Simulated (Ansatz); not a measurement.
Cubic X2O3: space group Pn-3m, simple cubic cell, positions in fractions of the edge: X (0.25 0.25 0.25), (0.75 0.75 0.25), (0.75 0.25 0.75), (0.25 0.75 0.75); O (0.5 0 0), (0 0.5 0), (0 0 0.5), (0.5 0.5 0), (0.5 0 0.5), (0 0.5 0.5).

Six crystals in the cubic X2O3 (oxygen-deficient fluorite) structure, computed with PBE in Ansatz (plane waves, PAW datasets (generated soft set 1); cutoff 420 eV), no spin polarisation, no spin–orbit coupling, Fermi–Dirac smearing of 0.061 eV, k-spacing 0.06 Å⁻¹.

Rank them by bulk modulus, stiffest first.
A. O3F2
B. Ga2O3
C. Hf2O3
D. Ir2O3
E. Mg2O3
F. Ba2O3

D (256 GPa), C (207 GPa), B (160 GPa), E (113 GPa), A (77 GPa), F (48 GPa).

Model structures, not the usual forms at ambient conditions (metastable or hypothetical): Mg2O3, O3F2, Ga2O3, Ba2O3, Hf2O3, Ir2O3. Spin polarisation is left out, and a magnetic state may lie lower for Ba2O3.
